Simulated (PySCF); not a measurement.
The system is TePb.

```
CELL_PARAMETERS angstrom
0.00000 3.23100 3.23100
3.23100 0.00000 3.23100
3.23100 3.23100 0.00000
ATOMIC_POSITIONS crystal
Pb 0.00000 0.00000 0.00000
Te 0.50000 0.50000 0.50000
```

Base run:

- Program: PySCF 2.14.0
- Functional: PBE
- Potentials or basis: DZVP-MOLOPT-SR/GTH-PBE (potentials made for PBE)
- k mesh: 6 × 6 × 6
- Occupations: fermi-dirac, width 0.05 eV
- Spin: no spin polarisation

Its results: band gap on the k mesh 0.72 eV, direct.

Question: The run is repeated on the same cell with these changes: functional from PBE to r2SCAN. What comes out?

Answer: Band gap on the k mesh 0.88 eV, direct.

r2SCAN gives the wider gap, since meta-GGAs in the generalised Kohn-Sham scheme recover part of the derivative discontinuity.

Caveats: spin-orbit coupling is left out, which as a rule narrows the gap of such compounds by several tenths of an eV; the basis of atomic orbitals isn't converged, which shifts pressures, moduli and gaps; meta-GGAs need a finer uniform grid than this (some runs).

Not every run made on this cell is shown here.
